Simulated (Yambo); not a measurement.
Input of a Yambo 5.3.0 run:

The input g0w00.in:

```
gw0
dyson
el_el_corr
rim_cut
HF_and_locXC
ppa
em1d
RandQpts= 1000000
RandGvec= 50 RL
EXXRLvcs= 84 Ry
VXCRLvcs= 84 Ry
Chimod= "HARTREE"
% BndsRnXp
 1 | 34 |
%
NGsBlkXp= 8 Ry
% LongDrXp
 1 | 1 | 1 |
%
PPAPntXp= 27.21138 eV
% GbndRnge
 1 | 34 |
%
GTermKind= "none"
DysSolver= "n"
ExtendOut
% QPkrange
 1 | 1 | 3 | 5 |
 13 | 13 | 3 | 5 |
%
```

File scf.in:

```
&CONTROL
  calculation = 'scf'
  prefix = 'pwscf'
  outdir = './tmp'
  pseudo_dir = './pseudo'
/
&SYSTEM
  ibrav = 0
  nat = 2
  ntyp = 2
  ecutwfc = 84
  nbnd = 9
  occupations = 'smearing'
  smearing = 'fd'
  degauss = 0.00367493
  force_symmorphic = .true.
/
&ELECTRONS
  conv_thr = 4d-10
  electron_maxstep = 120
  mixing_beta = 0.5
/
ATOMIC_SPECIES
Al    26.9815 Al.upf
N     14.0070 N.upf
CELL_PARAMETERS angstrom
   0.0000000000    2.1839935596    2.1839935596
   2.1839935596    0.0000000000    2.1839935596
   2.1839935596    2.1839935596    0.0000000000
ATOMIC_POSITIONS angstrom
Al     0.0000000000    0.0000000000    0.0000000000
N      1.0919967798    1.0919967798    1.0919967798
K_POINTS automatic
10 10 10 0 0 0
```

nscf.in

```
&CONTROL
  calculation = 'nscf'
  prefix = 'pwscf'
  outdir = './tmp'
  pseudo_dir = './pseudo'
/
&SYSTEM
  ibrav = 0
  nat = 2
  ntyp = 2
  ecutwfc = 84
  nbnd = 34
  occupations = 'fixed'
  force_symmorphic = .true.
/
&ELECTRONS
  conv_thr = 1d-08
  diago_full_acc = .true.
  diago_thr_init = 1d-06
/
ATOMIC_SPECIES
Al    26.9815 Al.upf
N     14.0070 N.upf
CELL_PARAMETERS angstrom
   0.0000000000    2.1839935596    2.1839935596
   2.1839935596    0.0000000000    2.1839935596
   2.1839935596    2.1839935596    0.0000000000
ATOMIC_POSITIONS angstrom
Al     0.0000000000    0.0000000000    0.0000000000
N      1.0919967798    1.0919967798    1.0919967798
K_POINTS automatic
6 6 6 0 0 0
```

Potentials or basis: PseudoDojo 0.5 SR PBE standard.

The run is started by

```sh
$ OMP_NUM_THREADS=1 pw.x -in scf.in > scf.out
$ OMP_NUM_THREADS=1 pw.x -in nscf.in > nscf.out
$ cd tmp/pwscf.save; p2y; mv SAVE ../..; cd ../..
$ OMP_NUM_THREADS=1 yambo
$ OMP_NUM_THREADS=1 yambo -F g0w00.in -J g0w00 -C g0w00_out
```

Q: What does it give for the quasiparticle gap?

A: 4.31 eV.

Q: What does it give for the least direct quasiparticle gap?

A: 5.46 eV.

Q: Estimate the band gap on the k mesh, mean-field level.

A: 3.32 eV, indirect (least direct gap 4.19 eV).

Quasiparticle terms (eV):
| k point | band | Kohn-Sham level | Vxc | Σx | Σc | Z | result |
| --- | --- | --- | --- | --- | --- | --- | --- |
| (0.000, 0.000, 0.000) | 3 | 0.00 | -16.95 | -20.94 | 3.36 | 0.80 | -0.50 |
| (0.000, 0.000, 0.000) | 4 | 0.00 | -16.95 | -20.94 | 3.36 | 0.80 | -0.50 |
| (0.000, 0.000, 0.000) | 5 | 4.19 | -12.52 | -8.12 | -3.47 | 0.82 | 4.96 |
| (0.000, -0.500, -0.500) | 3 | -1.78 | -15.42 | -20.10 | 3.60 | 0.79 | -2.63 |
| (0.000, -0.500, -0.500) | 4 | -1.78 | -15.42 | -20.10 | 3.60 | 0.79 | -2.63 |
| (0.000, -0.500, -0.500) | 5 | 3.32 | -9.20 | -5.07 | -3.55 | 0.84 | 3.81 |

Caveat: the screening block or the number of bands is too small for a converged GW gap; this version prints the column dSc/dw multiplied by 27.2. A k mesh can miss the band edges.
